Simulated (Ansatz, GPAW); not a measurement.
## One calculation of TiO2, 3 ways

```xyz
6
Lattice="-1.8921 1.8921 4.7573 1.8921 -1.8921 4.7573 1.8921 1.8921 -4.7573" Properties=species:S:1:pos:R:3 pbc="T T T"
Ti   -0.0099    1.8803    2.4010
Ti   -0.0114    0.0122   -0.0021
O     0.0186   -0.0285    7.5182
O    -0.0010    1.8975    0.3808
O    -0.0460    1.8477    4.3961
O    -0.0004    0.0216    1.9962
```

Atoms were shifted at random by some hundredths of an Å from the given cell, which wasn't relaxed again for these runs.

Alike in all runs: task single point; functional PBEsol; k mesh 10 × 10 × 10; occupations fermi-dirac, width 0.05 eV; no spin polarisation; no spin-orbit coupling. Pressure is positive in compression and, in plane waves, holds the error of the finite cutoff, which Ansatz's Pulay term estimates and takes out.

```csv
program and potentials,plane-wave cutoff (eV),notes,band gap (eV),pressure (GPa),largest force (eV/Å)
"Ansatz, Ansatz PAW",420,"potentials made for PBE, which Ansatz adapts in part; Pulay term of +0.73 GPa included",2.01,-1.94,0.900
"Ansatz, all-electron LAPW, scalar-relativistic",-,-,2.01,-1.95,0.898
"GPAW, PAW data sets generated for this functional",800,-,2.02,-0.62,0.905
```

Force on atom 5 (O), eV/Å:

| program and potentials | x | y | z |
| --- | --- | --- | --- |
| Ansatz, Ansatz PAW | 0.744 | 0.218 | -0.457 |
| Ansatz, all-electron LAPW, scalar-relativistic | 0.743 | 0.218 | -0.455 |
| GPAW, PAW data sets generated for this functional | 0.773 | 0.212 | -0.421 |

The band gap spans 2.01 (Ansatz, all-electron LAPW, scalar-relativistic) to 2.02 eV (GPAW, PAW data sets generated for this functional), with all-electron results at 2.01. The pressure spans -1.95 (Ansatz, all-electron LAPW, scalar-relativistic) to -0.62 GPa (GPAW, PAW data sets generated for this functional), with all-electron results at -1.95. The gap is indirect and read on the mesh alone.

The functional is the same throughout but for its coding, so the spread measures potentials, basis and numerics; runs on potential files found faulty are left out.
